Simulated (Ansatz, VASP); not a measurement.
Two plane-wave programs on PtSe2

```
CELL_PARAMETERS angstrom
3.76031 0.00000 0.00000
-1.88015 3.25652 0.00000
0.00000 0.00000 4.86324
ATOMIC_POSITIONS crystal
Pt 0.00000 0.00000 0.00000
Se 0.33333 0.66667 0.26078
Se 0.66667 0.33333 0.73922
```

Alike in both runs: task single point; functional PBEsol; dispersion D4; k mesh 9 × 9 × 7; occupations gaussian, width 0.1 eV; no spin polarisation.

|  | VASP | Ansatz |
| --- | --- | --- |
| version | VASP 6.6.1 | Ansatz 0.2.0 |
| potentials or method | VASP PAW PBE potentials, release 64 (Pt, Se) | scalar-relativistic, plane waves, PAW |
| plane-wave cutoff (eV) | 520 | 420 |
| valence electrons in the cell | 22 | 50 |

VASP gave:

```
gap on the k mesh at the Fermi level (eV)       : none
pressure (GPa)                                  : -2.2
largest component of the traceless stress (GPa) : 0.05
rms of the force components (eV/Å)              : 0.005
```

**Question.** What did Ansatz give for the same quantities?

**Answer.** gap on the k mesh at the Fermi level (eV): none; pressure (GPa): -2.3; largest component of the traceless stress (GPa): 0.02; rms of the force components (eV/Å): 0.001.

Atom by atom the forces differ by 0.006 eV/Å (rms over components). A gap of «none» marks a metal or a gap that the smearing closes. The two sets of potentials don't hold the same shells in valence.

Caveats: the PAW data sets were made with another functional, which shifts forces and pressure a little (VASP); pairwise dispersion overbinds metals, which lowers pressure and volume. Spin-orbit coupling is left out, which matters for the levels of Pt.
